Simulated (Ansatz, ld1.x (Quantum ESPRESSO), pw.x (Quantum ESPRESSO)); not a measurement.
Equation-of-state test of one TM potential (ruthenium)

```
Element                 : ruthenium
Generator               : ld1.x (Quantum ESPRESSO) 7.5
Type                    : norm-conserving Troullier–Martins (Kleinman–Bylander form)
Functional              : PBE
Relativity              : scalar-relativistic
Frozen core             : [Kr]
Valence charge          : 8
Reference configuration : 4d6 5s0 5p0 (charge +2)
Partial waves           : 5s (bound, empty): rc 2.60 bohr; 5p (bound, empty): rc 2.85 bohr; 4d (bound): rc 1.25 bohr
Local potential         : all-electron potential smoothed inside 2.60 bohr (lloc = -2)
Core correction         : a·sin(br)/r model core inside 0.80 bohr
```

Atomic tests: cutoffs needed: 60 Ry and 80 Ry (the cutoffs (Ry, on a coarse ladder) from which the occupation-weighted sum of valence levels, in a spherical-Bessel basis at the reference potential, stays within 10 and 1 mRy of its value at 400 Ry); ghost test: no extra level below or beside the all-electron valence levels (s, p, d, f tested) (spherical-Bessel basis up to 400 Ry, 20 bohr box); largest excitation error: -283 meV (all-electron minus pseudo) for 4d8 5s0 5p0, out of 7 test configurations.

Crystal test: bcc Ru in pw.x 7.5, no spin, 15³ k-points, Fermi–Dirac smearing 0.01 Ry, cutoffs 100/400 Ry. The reference is all-electron LAPW (Ansatz 0.2.0) with the same functional, mesh and smearing; V0 and B0 come from Birch–Murnaghan fits to the pressures at five volumes. Errors are pseudo minus all-electron; Δ is the rms difference of the E(V) curves that follow from these fits, minima aligned, over ±6 % about the mean V0. Mesh and smearing are coarse, so the numbers serve the comparison and aren't converged zero-temperature values; the lattice is a test structure that the element need not adopt.

```
V (Å³/atom)  P all-electron (GPa)  P pseudo (GPa)
     13.482                 18.03           26.65
     13.837                  9.23           16.91
     14.192                  1.63            8.45
     14.547                 -4.93            1.17
     14.902                -10.59           -5.16
```

All-electron: a0 = 3.056 Å (V0 = 14.28 Å³/atom), B0 = 274.2 GPa.

Pseudopotential: mean pressure error (GPa): +6.93; a0 (Å): 3.080; a0 error (%): +0.77; B0 error (%): -0.6; Δ (meV/atom): 20.1. The largest radius (2.85 bohr) exceeds half the bond length (2.50 bohr), so the spheres overlap, which is one possible source of error among others. This is a poor potential for the solid.

At the middle volume, how do free energy and pressure move when the wave cutoff is lowered (ecutrho kept at four times it)?

```json
{"cutoff (Ry)": "45", "shift of F (meV/atom)": "+932.2", "shift of P (GPa)": "-44.21"}
{"cutoff (Ry)": "60", "shift of F (meV/atom)": "+110.1", "shift of P (GPa)": "-7.41"}
{"cutoff (Ry)": "80", "shift of F (meV/atom)": "+7.6", "shift of P (GPa)": "-0.28"}
```

The run at the middle volume (120 k-points, 8 iterations) took about 12 s on one core of a shared host (Neoverse-V2, 32 threads, 247 GiB, load 17).
